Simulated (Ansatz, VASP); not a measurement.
## Two plane-wave programs on P

```xyz
1
Lattice="2.4240 0.0000 0.0000 0.0000 2.4240 0.0000 0.0000 0.0000 2.4240" Properties=species:S:1:pos:R:3 pbc="T T T"
P     0.0000    0.0000    0.0000
```

Alike in both runs: task single point; functional BLYP; k mesh 14 × 14 × 14; occupations fermi-dirac, width 0.1 eV; no spin polarisation.

|  | VASP | Ansatz |
| --- | --- | --- |
| version | VASP 6.6.1 | Ansatz 0.2.0 |
| potentials or method | VASP PAW PBE potentials, release 64 (P) | plane waves (420 eV) with PAW, scalar-relativistic |
| plane-wave cutoff (eV) | 520 | 420 |
| valence electrons in the cell | 5 | 5 |

VASP gave:

- pressure (GPa): 13.5

Which values does Ansatz return?

Pressure (GPa): 13.4.

Caveats: the PAW data sets were made with another functional, which shifts forces and pressure a little (VASP).
